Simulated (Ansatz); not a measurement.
Geometry optimisation, DFT PBE-D3(BJ), scalar-relativistic, plane waves, PAW (Ansatz 0.2.0).

The input (input.yaml):

```yaml
crystal:
  lattice:
    - [6.67891, 0.0, 0.0]
    - [0.0, 23.484601, 0.0]
    - [0.0, 0.0, 16.308695]
  atoms:
    - { symbol: Ta, position: [0.9383672, 0.75, 0.061317] }
    - { symbol: Ta, position: [0.8116188, 0.25, 0.2095015] }
    - { symbol: S, position: [0.811612, 0.3159495, 0.0912862] }
    - { symbol: S, position: [0.811612, 0.1840505, 0.0912862] }
    - { symbol: S, position: [0.9383741, 0.6840505, 0.1795323] }
    - { symbol: S, position: [0.9383741, 0.8159495, 0.1795323] }
    - { symbol: Ta, position: [0.4383672, 0.75, 0.061317] }
    - { symbol: Ta, position: [0.3116188, 0.25, 0.2095015] }
    - { symbol: S, position: [0.311612, 0.3159495, 0.0912862] }
    - { symbol: S, position: [0.311612, 0.1840505, 0.0912862] }
    - { symbol: S, position: [0.4383741, 0.6840505, 0.1795323] }
    - { symbol: S, position: [0.4383741, 0.8159495, 0.1795323] }
    - { symbol: Ta, position: [0.1883533, 0.75, 0.2386456] }
    - { symbol: Ta, position: [0.0616049, 0.25, 0.3868302] }
    - { symbol: S, position: [0.061598, 0.3159495, 0.2686149] }
    - { symbol: S, position: [0.061598, 0.1840505, 0.2686149] }
    - { symbol: S, position: [0.1883602, 0.6840505, 0.3568609] }
    - { symbol: S, position: [0.1883602, 0.8159495, 0.3568609] }
    - { symbol: Ta, position: [0.6883533, 0.75, 0.2386456] }
    - { symbol: Ta, position: [0.5616049, 0.25, 0.3868302] }
    - { symbol: S, position: [0.561598, 0.3159495, 0.2686149] }
    - { symbol: S, position: [0.561598, 0.1840505, 0.2686149] }
    - { symbol: S, position: [0.6883602, 0.6840505, 0.3568609] }
    - { symbol: S, position: [0.6883602, 0.8159495, 0.3568609] }
basis:
  ecutwfc: 420.0
kpoints:
  mp_grid: { grid: [1, 1, 1] }
hamiltonian:
  xc: pbe
  dispersion: d3bj
scf:
  occupations: { method: fermi_dirac, width: 0.05 }
  lower_state_search: "off"
relax:
  f_tol: 0.08
  max_steps: 25
  adjacent_minimum: "off"
  constraints: [{ sites: [0, 2, 3, 6, 8, 9] }]
```

Command:

```bash
$ ansatz run input.yaml --threads 4 --pin off --max-ram 10240MiB --backend cpu --events-out ev --progress --plain --runs-dir out
```

Question: Where does it end, and by what steps?

Answer: The run converged. The threshold is loose, so the end isn't yet a minimum. Limits of this set-up: coarse k mesh, slab without dipole correction. After 5 steps the energy has fallen by 3.655 eV; S18 moved furthest, 0.46 Å.

| step | energy less start (eV) | largest force component (eV/Å) | accepted |
| --- | --- | --- | --- |
| 0 | 0.0000 | 2.879 | yes |
| 1 | -2.7823 | 1.476 | yes |
| 2 | -3.3358 | 0.684 | yes |
| 3 | -3.6342 | 0.180 | yes |
| 4 | -3.6422 | 0.102 | yes |
| 5 | -3.6545 | 0.017 | yes |

```xyz
24
Lattice="6.6789 0.0000 0.0000 0.0000 23.4846 0.0000 0.0000 0.0000 16.3087" Properties=species:S:1:pos:R:3
Ta 6.267 17.613 1.000
Ta 5.421 5.871 3.152
S 5.421 7.420 1.489
S 5.421 4.322 1.489
S 6.267 16.027 2.602
S 6.267 19.200 2.602
Ta 2.928 17.613 1.000
Ta 2.081 5.871 3.152
S 2.081 7.420 1.489
S 2.081 4.322 1.489
S 2.928 16.027 2.602
S 2.928 19.200 2.602
Ta 1.258 17.613 3.836
Ta 0.411 5.871 5.976
S 0.411 7.454 4.356
S 0.411 4.289 4.356
S 1.258 15.935 5.376
S 1.258 19.292 5.376
Ta 4.598 17.613 3.836
Ta 3.751 5.871 5.976
S 3.751 7.454 4.356
S 3.751 4.289 4.356
S 4.597 15.935 5.376
S 4.597 19.292 5.376
```

Time of the run: 35 s on 4 threads of Arm Neoverse V2, on a shared host, peak memory 1.7 GiB.
